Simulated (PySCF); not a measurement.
## Electronic absorption of C7H8O

C₇H₈O.
SMILES: `OCC1=CC=CC=C1`

Computed with TDDFT PBE0/def2-SVPD, vertical, gas phase, core orbitals frozen in the response in PySCF 2.14.0, density-fitted response routines. Geometry: PBE0-D3(BJ)/def2-SVP, one conformer, isolated molecule. Torsions of this conformer, `[OH:1][CH2:2][c:3]1[cH:4][cH:5][cH:6][cH:7][cH:8]1`: O1–C2–C3–C4 -29°, H–O1–C2–C3 -56°.

```tsv
state	E (eV)	λ (nm)	ν̃ (cm⁻¹)	f	main configurations (H = HOMO, L = LUMO)
S1	5.37	231.1	43270	0.0012	H→L+1 (50%), H-1→L (36%), H→L (8%)
S2	5.97	207.6	48160	0.046	H→L (61%), H-1→L+1 (23%), H→L+1 (10%)
S3	6.59	188.0	53190	0.134	H-2→L (34%), H-1→L+1 (17%), H-2→L+1 (15%)
S4	6.63	187.0	53470	0.135	H-2→L+1 (32%), H-2→L (18%), H→L+1 (15%)
S5	6.75	183.7	54440	0.0079	H→L+2 (76%), H-2→L (16%)
S6	7.00	177.2	56420	0.163	H-1→L+2 (43%), H-2→L+1 (14%), H-1→L+1 (14%)
S7	7.03	176.3	56720	0.380	H-1→L+1 (22%), H-2→L (14%), H-1→L+2 (14%)
S8	7.09	174.8	57210	0.215	H-1→L+2 (33%), H-2→L+1 (24%), H-1→L (16%)
S9	7.22	171.7	58240	0.044	H→L+3 (78%), H-2→L+2 (11%)
S10	7.45	166.3	60130	0.0095	H→L+4 (87%)
```

Triplets, Tamm–Dancoff:

```csv
state,E (eV),λ (nm),"main configurations (H = HOMO, L = LUMO)"
T1,4.03,307.9,"H→L (48%), H-1→L+1 (33%)"
T2,4.67,265.7,"H→L+1 (63%), H-1→L (22%), H→L (9%)"
T3,4.70,263.9,"H-1→L+1 (50%), H→L (35%), H-1→L (9%)"
T4,5.09,243.4,"H-1→L (62%), H→L+1 (23%), H-1→L+1 (11%)"
```

The lowest singlet comes at 231 nm (518 kJ/mol) in the ultraviolet; it is very weak; its leading configuration is HOMO→LUMO+1 (50%). The most intense listed level is S7 at 7.03 eV (176 nm, f = 0.380), 1.67 eV above S1. Löwdin shares by element: HOMO carbon 62% or more (atoms not listed hold the other 38%); LUMO (one of a set within 0.03 eV) carbon 68% or more (atoms not listed hold the other 32%). Weighted by f, the mean energy of these states is 6.90 eV. The listed states span 2.09 eV, and the widest gap between neighbours is 0.62 eV (S2 to S3). The oscillator strengths of these states sum to 1.135; summed over the whole spectrum of an exact calculation they would give the number of electrons, 58 (Thomas–Reiche–Kuhn). All these states lie below the vertical ionisation energy of 8.96 eV (ΔSCF). The window holds the lowest 10 singlets.
